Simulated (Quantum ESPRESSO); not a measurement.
A run of Quantum ESPRESSO 7.5:

File pw.in:

```
&CONTROL
  calculation = 'scf'
  prefix = 'pwscf'
  outdir = './tmp'
  pseudo_dir = './pseudo'
  tprnfor = .true.
  tstress = .true.
  disk_io = 'low'
/
&SYSTEM
  ibrav = 0
  nat = 2
  ntyp = 2
  ecutwfc = 82
  nbnd = 15
  occupations = 'smearing'
  smearing = 'mv'
  degauss = 0.01469973
/
&ELECTRONS
  conv_thr = 4d-10
  electron_maxstep = 120
  mixing_beta = 0.5
/
ATOMIC_SPECIES
W    183.8400 W.upf
C     12.0110 C.upf
CELL_PARAMETERS angstrom
   0.0000000000    2.1926840000    2.1926840000
   2.1926840000    0.0000000000    2.1926840000
   2.1926840000    2.1926840000    0.0000000000
ATOMIC_POSITIONS crystal
W      0.0000000000    0.0000000000    0.0000000000
C      0.5000000000    0.5000000000    0.5000000000
K_POINTS automatic
10 10 10 0 0 0
```

The input relax.in:

```
&CONTROL
  calculation = 'vc-relax'
  prefix = 'pwscf'
  outdir = './tmp'
  pseudo_dir = './pseudo'
  tprnfor = .true.
  tstress = .true.
  disk_io = 'low'
  nstep = 40
  forc_conv_thr = 0.0001
  etot_conv_thr = 1d-06
/
&SYSTEM
  ibrav = 0
  nat = 2
  ntyp = 2
  ecutwfc = 82
  nbnd = 15
  occupations = 'smearing'
  smearing = 'mv'
  degauss = 0.01469973
/
&ELECTRONS
  conv_thr = 4d-10
  electron_maxstep = 120
  mixing_beta = 0.5
/
&IONS
  ion_dynamics = 'bfgs'
/
&CELL
  cell_dynamics = 'bfgs'
  press = 0
  press_conv_thr = 0.2
/
ATOMIC_SPECIES
W    183.8400 W.upf
C     12.0110 C.upf
CELL_PARAMETERS angstrom
   0.0000000000    2.1926840000    2.1926840000
   2.1926840000    0.0000000000    2.1926840000
   2.1926840000    2.1926840000    0.0000000000
ATOMIC_POSITIONS crystal
W      0.0000000000    0.0000000000    0.0000000000
C      0.5000000000    0.5000000000    0.5000000000
K_POINTS automatic
10 10 10 0 0 0
```

File scf2.in:

```
&CONTROL
  calculation = 'scf'
  prefix = 'pwscf'
  outdir = './tmp'
  pseudo_dir = './pseudo'
  tprnfor = .true.
  tstress = .true.
  disk_io = 'low'
/
&SYSTEM
  ibrav = 0
  nat = 2
  ntyp = 2
  ecutwfc = 82
  nbnd = 15
  occupations = 'smearing'
  smearing = 'mv'
  degauss = 0.01469973
/
&ELECTRONS
  conv_thr = 1d-13
  electron_maxstep = 120
  mixing_beta = 0.5
  startingpot = 'file'
  startingwfc = 'file'
/
ATOMIC_SPECIES
W    183.8400 W.upf
C     12.0110 C.upf
CELL_PARAMETERS angstrom
   0.0000000000    2.1898730777    2.1898730777
   2.1898730777    0.0000000000    2.1898730777
   2.1898730777    2.1898730777    0.0000000000
ATOMIC_POSITIONS crystal
W      0.0000000000    0.0000000000    0.0000000000
C      0.5000000000    0.5000000000    0.5000000000
K_POINTS automatic
10 10 10 0 0 0
```

The input ph.in:

```
phonons of WC
&INPUTPH
  prefix = 'pwscf'
  outdir = './tmp'
  tr2_ph = 1d-18
  fildyn = 'dyn'
  niter_ph = 90
  alpha_mix(1) = 0.4
/
0.0000000000 0.0000000000 0.0000000000
```

dynmat.in

```
&INPUT
  fildyn = 'dyn'
  asr = 'crystal'
  filout = 'dynmat.disp'
  fileig = 'dynmat.eig'
/
```

Potentials or basis: PseudoDojo 0.4 SR PBE stringent.

Launch:

```bash
$ OMP_NUM_THREADS=1 pw.x -in pw.in > pw.out
$ OMP_NUM_THREADS=1 pw.x -in relax.in > relax.out
$ OMP_NUM_THREADS=1 pw.x -in scf2.in > scf2.out
$ OMP_NUM_THREADS=1 ph.x -in ph.in > ph.out
$ OMP_NUM_THREADS=1 dynmat.x -in dynmat.in > dynmat.out
```

Hardware: 1 thread of Arm Neoverse V2 (shared host).

Task: Estimate the wall time of this run.

Result: Wall time 6.1 min on 1 thread of Arm Neoverse V2 (shared host), peak memory 0.06 GiB. Counts: scf iterations 51, k pools 1, bands 15, ion steps 4, k points 47, g dense 14211.
